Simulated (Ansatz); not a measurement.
**Calculated with Ansatz: Be, relaxation**

Run with:

```bash
ansatz run input.yaml --threads 1 --pin off --max-ram 2560MiB --backend cpu --events-out ev --progress --plain --runs-dir out
```

Input:

```yaml
crystal:
  lattice:
    - [0.0, 1.629966, 1.629966]
    - [1.629966, 0.0, 1.629966]
    - [1.629966, 1.629966, 0.0]
  atoms:
    - { symbol: Be, position: [0.0, 0.0, 0.0] }
  symmetry: { tolerance: 0.0003 }
kpoints:
  mp_grid: { grid: [9, 9, 9], shift: [0.5, 0.5, 0.5] }
magnetization:
  spin_polarized: false
scf:
  occupations: { method: fermi_dirac, width: 0.013 }
hamiltonian:
  pseudopotentials: { kind: paw }
  xc: mr2scan
basis:
  ecutwfc: 500
  ecutrho_ratio: 8
output:
  forces: true
  stress: true
  eigenvalues: true
relax:
  max_steps: 40
  cell: {}
```

Origin of the cell: a known structure type with other elements, at an estimated volume, so it need not be a known compound.

Output (shortened):

```
Warning: crystal.symmetry: narrowed to the stabiliser of the k-point mesh — unitary ops 48 → 12; excluded 36 operations that carry a point of the 9×9×9 mesh (shift [0.5, 0.5, 0.5]) off the me […]
Pseudopotentials: kind: paw
Pseudopotential: Be, paw, valence charge 2, recommended cutoff 500 eV (meta_gga), Be.paw.azcp
Functional definition: m-r2SCAN
  exchange = m_r2scan_x
  correlation = m_r2scan_c
Crystal: 1 atoms, lattice volume = 8.661 Å³
Basis set: ecut = 500 eV, 229 PW (Γ), exchange–correlation on 96×96×96 points (64 copies of the dense FFT grid, shifted against one another)
Bands: 5, of which v1, the nominal top of the filled ones, is band 1 counted from 1 (0 counted from 0)
Symmetry: 12 space group operations
k-points: 85 of 729
Initial density: superposition of atomic densities (neutral atoms: chi_scale 0, normalization atom), corrected by the library's trained network
Functional: x = mr2scan, c = mr2scan; τ floored in thin density (d = 2e-4 eV/Å³)
SCF iter   1: F=—  HF=-93.223129 eV  Δρ=3.65e-3  dr2=8.96e-4  dr2_τ=2.39e-2
SCF iter   2: F=—  HF=-93.229306 eV  Δρ=2.78e-3  dr2=5.23e-4  dr2_τ=4.91e-6
SCF iter   3: F=—  HF=-93.229258 eV  Δρ=1.06e-3  dr2=7.25e-5  dr2_τ=3.84e-6
SCF iter   4: F=—  HF=-93.229252 eV  Δρ=4.97e-4  dr2=1.60e-5  dr2_τ=1.34e-7
SCF iter   5: F=—  HF=-93.229251 eV  Δρ=7.08e-5  dr2=3.24e-7  dr2_τ=1.35e-9
SCF iter   6: F=-93.229251 eV  HF=-93.229251 eV  Δρ=4.91e-6  dr2=1.51e-9  dr2_τ=1.00e-11
relax step   1: F+E_penalty+E_count = -93.229251 eV  Δ(F+E_penalty+E_count) = +0.000e0 eV  max|allowed force component| = 0.000e0 eV/Å  Δτ_max = 0.0000 Å  P = -9.572 GPa  Ω = 8.661 Å³  (6 SCF […]
relax step   2: F+E_penalty+E_count = -93.250584 eV  Δ(F+E_penalty+E_count) = -2.133e-2 eV  max|allowed force component| = 0.000e0 eV/Å  Δτ_max = 0.0000 Å  P = -3.726 GPa  Ω = 8.174 Å³  energ […]
relax step   3: F+E_penalty+E_count = -93.253568 eV  Δ(F+E_penalty+E_count) = -2.984e-3 eV  max|allowed force component| = 0.000e0 eV/Å  Δτ_max = 0.0000 Å  P = +0.458 GPa  Ω = 7.891 Å³  energ […]
relax step   4: F+E_penalty+E_count = -93.253637 eV  Δ(F+E_penalty+E_count) = -6.903e-5 eV  max|allowed force component| = 0.000e0 eV/Å  Δτ_max = 0.0000 Å  P = +0.028 GPa  Ω = 7.918 Å³  energ […]
relax step   5: F+E_penalty+E_count = -93.253640 eV  Δ(F+E_penalty+E_count) = -3.950e-6 eV  max|allowed force component| = 0.000e0 eV/Å  Δτ_max = 0.0000 Å  P = +0.000 GPa  Ω = 7.920 Å³  energ […]
relax step   6: F+E_penalty+E_count = -93.253630 eV  Δ(F+E_penalty+E_count) = +1.079e-5 eV  max|allowed force component| = 0.000e0 eV/Å  Δτ_max = 0.0000 Å  P = +0.003 GPa  Ω = 7.920 Å³  stress off target by 1.37e-2 GPa […]
SCF 6 converged in 3 iterations: F = -93.253630 eV  dr2 = 1.04e-12
basis re-selected at this cell: Δ(F+E_penalty+E_count) = +1.079e-5 eV, ΔP = +0.003 GPa vs the last step (what re-selecting the basis moved, of the pressure what is left beyond the Pulay corre […]
SCF converged after 3 iterations
Free energy (F): -93.253630 eV
Harris-Foulkes:  -93.253630 eV  (|F-HF|=1.65e-12)
Internal energy: -93.253628 eV  (E = F + TS)
E sigma→0 (E₀):  -93.253629 eV
Entropy (-TS):   -0.000002 eV (-0.002 meV/atom)
Fermi energy:    8.766035 eV
--- Per-component energies (eV) ---
  E_band       = 5.633892
  E_kinetic    = 20.968399
  E_local      = 3.198791  (includes V_loc(G=0)·N_el)
  E_nonlocal   = 4.159321
  E_hartree    = 0.028494
  E_xc         = -18.969254
  E_vxc        = -22.311402  (∫ρ·V_xc dr)
  E_paw        = -60.898292  (= ΣΔE_a)
  E_vpaw       = -1.321034  (= ΣTr[D̂ρ^β])
  E_aug_tail   = 0.000000  (compensation charges beyond the density's cutoff)
  E_vtau       = 0.882830  (kinetic-family band-sum trace: ∫τ·v_τ [+ j·A + Jᵃ·Aᵃ] dr)
  E_ewald      = -41.729059
  E_core_change = -0.012027  (= ΣΔE_core)
  E_smearing   = -0.000002  (= −TS)
  Σ components = -93.253630   (vs F -93.253630, Δ=0.00e0)
--- Forces (eV/Å), atoms counted from 1 ---
  atom   1  Be    -0.000000     0.000000    -0.000000
  max |Σ_I F_I| component: 0.0 eV/Å
--- Stress (GPa, compression-positive) ---
        0.003450       0.005123       0.005123
        0.005123       0.003450       0.005123
        0.005123       0.005123       0.003450
  P = ⅓ Tr σ = 0.0035 GPa (0.035 kbar)
--- Relaxed structure (5 steps of the walk, 5 accepted, 1 SCFs on fresh bases) ---
  F+E_penalty+E_count = -93.253630 eV   max|allowed force component| = 0.000e0 eV/Å   (the final SCF, on the basis selected at the relaxed cell)
  cell:  # Å, volume = 7.9199 Å³
    - [-0.013479, 1.575374, 1.575374]
    - [1.575374, -0.013479, 1.575374]
    - [1.575374, 1.575374, -0.013479]
  atoms:
    - { symbol: Be, position: [0.0, 0.0, 0.0] }
```

Caveats: the k mesh is coarse if the cell is a metal; the k mesh keeps only part of the crystal's symmetry; the relaxation held the start's symmetry, so the end may be a saddle point.

It ran for 12 s on 1 thread of Arm Neoverse N1, with other jobs on the host, peak memory 0.37 GiB, from the program's own first density.
